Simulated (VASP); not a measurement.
Crystal: GaSb.

```xyz
2
Lattice="0.0000 3.0590 3.0590 3.0590 0.0000 3.0590 3.0590 3.0590 0.0000" Properties=species:S:1:pos:R:3 pbc="T T T"
Sb    4.5885    4.5885    4.5885
Ga    0.0000    0.0000    0.0000
```

Program: VASP 6.6.1. Alike in all runs: task band structure; potentials or basis VASP PAW PBE potentials, release 64 (Sb, Ga_d); cell as given; cutoff (eV) 520; smearing fermi-dirac 0.05 eV. Hardware: 1 thread of Intel(R) Xeon(R) 6975P-C (Granite Rapids) (shared host).

Q: Order these runs on this cell by their wall time, lowest first.
A. level RPBE; spin off; k mesh 8 × 8 × 8
B. level PW91; spin off; k mesh 8 × 8 × 8
C. level PBEsol; spin SOC, no magnetisation; k mesh 6 × 6 × 6

A: A (24 s), B (58 s), C (180 s).

Runs at the PBE level aren't shown here.
